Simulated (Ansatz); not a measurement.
# Cu: a hydrostatic pressure series

The task here is to estimate one member of a computed series from the others.

Method: DFT PBE, scalar-relativistic, plane waves, PAW, in Ansatz 0.2.0.

1 further run of the same task is left out (set aside as unsound or not needed).

## The system as given

Symmetry: Fm-3m, No. 225, cubic system. Conventional cell: a = 3.630 Å, b = 3.630 Å, c = 3.630 Å, α = 90.00°, β = 90.00°, γ = 90.00°. Around Cu (site symmetry m-3m) lie 12 Cu at 2.57 Å.

As a file:

```
Cu
1.0
     0.00000    1.81490    1.81490
     1.81490    0.00000    1.81490
     1.81490    1.81490    0.00000
Cu
1
Direct
  0.00000 0.00000 0.00000
```

It goes back to an entry of the Materials Project.

This cell was relaxed beforehand with the same method: volume 11.96 Å³/atom, gap on the mesh none (metal).

The first run:

File input.yaml:

```yaml
crystal:
  lattice:
    - [0.0, 1.8265683477, 1.8265683477]
    - [1.8265683477, 0.0, 1.8265683477]
    - [1.8265683477, 1.8265683477, 0.0]
  atoms:
    - { symbol: Cu, position: [0.0, 0.0, 0.0] }
basis:
  ecutwfc: 420
kpoints:
  mp_grid: { grid: [20, 20, 20] }
hamiltonian:
  xc: pbe
scf:
  occupations: { method: gaussian, width: 0.1 }
output:
  forces: true
  stress: true
  eigenvalues: true
relax:
  adjacent_minimum: "off"
  f_tol: 0.008
  max_steps: 50
  cell: { stress_tol: 0.08, p_target: -2.0 }
```

Started as:

```
ansatz run input.yaml --threads 1 --pin off --max-ram 2560MiB --backend cpu --events-out ev --progress --plain --runs-dir out
```

Among the steps run: Relaxing at -2 GPa; Target pressure 2 GPa; Target pressure 5 GPa; Target pressure 10 GPa; 20 GPa; Relaxing at 40 GPa.

One of the session's tables, all rows but one given; the rest of the session is left out.

Lengths are those of the vectors of the cell that was run:

| P (GPa) | V (Å³/atom) | a (Å) | b (Å) | c (Å) | ΔH (eV/atom) |
| --- | --- | --- | --- | --- | --- |
| -2 | 12.13 | 2.579 | 2.579 | 2.579 | -0.150 |
| 0 | 11.96 | 2.567 | 2.567 | 2.567 | 0.000 |
| 2 | 11.79 | 2.555 | 2.555 | 2.555 | 0.148 |
| 5 | 11.57 | 2.539 | 2.539 | 2.539 | 0.367 |
| 10 | 11.25 | 2.515 | 2.515 | 2.515 | 0.723 |
| 20 | ? | ? | ? | ? | ? |
| 40 | 9.98 | 2.417 | 2.417 | 2.417 | 2.698 |

Estimate the missing values for P (GPa) = 20.

Worked estimate for «V (Å³/atom)». A straight line through the neighbours (10, 11.25) and (40, 9.98) gives 11.25 + (9.98 − 11.25) × (20 − 10) / (40 − 10) = 10.83; a parabola fitted to 3 rows on both sides gives 10.70.

As computed: V (Å³/atom): 10.73; a (Å): 2.476; b (Å): 2.476; c (Å): 2.476; ΔH (eV/atom): 1.408. In «V (Å³/atom)» the line misses by +0.10 and the parabola by -0.03.

ΔH is E + PV over the energy at zero pressure; a, b and c are the vectors of the computed cell. 

To keep in mind: Other structures may take over in this range; these runs cannot find them.
